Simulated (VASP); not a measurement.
Runs of VASP 6.6.1 on SrO. All rows change the cell; the cell of one of them follows. It takes space group P4/mmm (No. 123, tetragonal). The conventional cell has a = 3.103 Å, b = 3.103 Å, c = 3.161 Å, α = 90.00°, β = 90.00°, γ = 90.00°. Around Sr (site symmetry 4/mmm) lie 8 O at 2.70 Å and 4 Sr at 3.10 Å. O (site symmetry 4/mmm) has 8 Sr at 2.70 Å and 4 O at 3.10 Å as nearest neighbours. The cell was built by a generator and needn't be a form met in nature.

| level | cell | k mesh | smearing | exchange at q = 0 | grid for exact exchange (PRECFOCK) | screening parameter | gap on the mesh (eV) | pressure (GPa) |
| --- | --- | --- | --- | --- | --- | --- | --- | --- |
| HSE06 | uniaxial_x strain +1.9% | 6 × 6 × 6 | gaussian 0.01 eV | truncated | Normal | 0.2079 1/A | 4.21 | (b) |
| r2SCAN | shear_111 strain +2.4% | 8 × 8 × 8 | gaussian 0.01 eV | - | - | - | 3.25 | -1.5 |
| r2SCAN | uniaxial_x strain +1.9% | 8 × 8 × 8 | gaussian 0.01 eV | - | - | - | 3.19 | -1.1 |
| PBE | uniaxial_x strain +1.9% | 8 × 8 × 8 | fermi-dirac 0.02 eV | - | - | - | (a) | (c) |

Alike in all rows: task single point; potentials or basis VASP PAW PBE potentials, release 64 (Sr_sv, O); no spin polarisation; cutoff (eV) 520.

**Question.** Estimate the missing entries.

**Answer.** (a) 2.70; (b) -1.3; (c) 1.7.

Caveats: the PAW data sets were made with another functional, which shifts forces and pressure a little (some runs).

A k mesh can miss the band edges, and the runs leave out spin-orbit coupling on Sr.
